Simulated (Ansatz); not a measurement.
**V (fcc type): how the settings move a single-point run**

Aim: see which settings change the result for V (fcc type), by how much, and at what cost.

Program: Ansatz 0.2.0. Level of theory: reference: DFT, PBE, all-electron LAPW, scalar-relativistic. These are calculated values, not measurements.

1 further run of the same task is left out (set aside as unsound or not needed).

## 1. Starting point

The structure is tetragonal, space group I4/mmm (No. 139). The conventional cell has a = 2.658 Å, b = 2.658 Å, c = 3.817 Å, α = 90.00°, β = 90.00°, γ = 90.00°. Around V (site symmetry 4/mmm) lie 12 V at 2.66 to 2.68 Å.

Coordinates:

```
CELL_PARAMETERS angstrom
0.00000 1.87966 1.90829
1.87966 0.00000 1.90829
1.87966 1.87966 0.00000
ATOMIC_POSITIONS crystal
V 0.00000 0.00000 0.00000
```

## 2. The reference run

input.yaml reads:

```yaml
crystal:
  lattice:
    - [0.0, 1.8796640285, 1.9082883538]
    - [1.8796640285, 0.0, 1.9082883538]
    - [1.8796640285, 1.8796640285, 0.0]
  atoms:
    - { symbol: V, position: [0.0, 0.0, 0.0], spin: 1.5 }
magnetization:
  spin_polarized: true
kpoints:
  mp_grid: { grid: [19, 19, 19] }
scf:
  occupations: { method: fermi_dirac, width: 0.05 }
hamiltonian:
  xc: pbe
  pseudopotentials: { kind: all_electron, lapw: { basis_error: 0.001 } }
output:
  forces: true
  stress: true
  eigenvalues: true
```

Command:

```
> ansatz run input.yaml --threads 1 --pin off --max-ram 3072MiB --backend cpu --events-out ev --progress --plain --runs-dir out
```

## 3. Changing settings: mp_grid.shift [0.5, 0.5, 0.5]

Edit input.yaml of step 2 so:

```diff
@@ -10,3 +10,3 @@
 kpoints:
-  mp_grid: { grid: [19, 19, 19] }
+  mp_grid: { grid: [19, 19, 19], shift: [0.5, 0.5, 0.5] }
 scf:
```

**Question.** What will these runs give? Wanted: for each run, ending; energy change; pressure; gap; force.

**Answer**, as computed:

| run | ending | energy change | pressure (GPa) | gap (eV) | force (eV/Å) | cycles | time |
| --- | --- | --- | --- | --- | --- | --- | --- |
| reference | converged | 0 | 5.6 | 0.00 | 0.00 | 10 | 42 s |
| 1: mp_grid.shift [0.5, 0.5, 0.5] | converged | +0.1 meV/atom | 5.6 | 0.00 | 0.00 | 11 | 2.5 min |

Residual by cycle in the longest SCF loop of each run; runs are numbered as in the table. The quantity is the density residual dr2, in eV.

```
cycle  reference    run 1
    1     0.0362   0.0362
    2       0.01     0.01
    3    0.00506  0.00497
    4     2.9e-5   3.1e-5
    5     7.3e-6   8.3e-6
    6     2.3e-7   1.7e-7
    7    6.9e-10   1.2e-8
    8    2.8e-11   1.7e-9
    9    1.0e-11  1.5e-11
   10    2.4e-13  9.8e-14
   11          -  4.0e-14
```

What this shows: Changing the k-point mesh leaves the energy as it was (+0.1 meV/atom). Cost: 11 SCF cycles against 10, 2.5 min against 42 s.
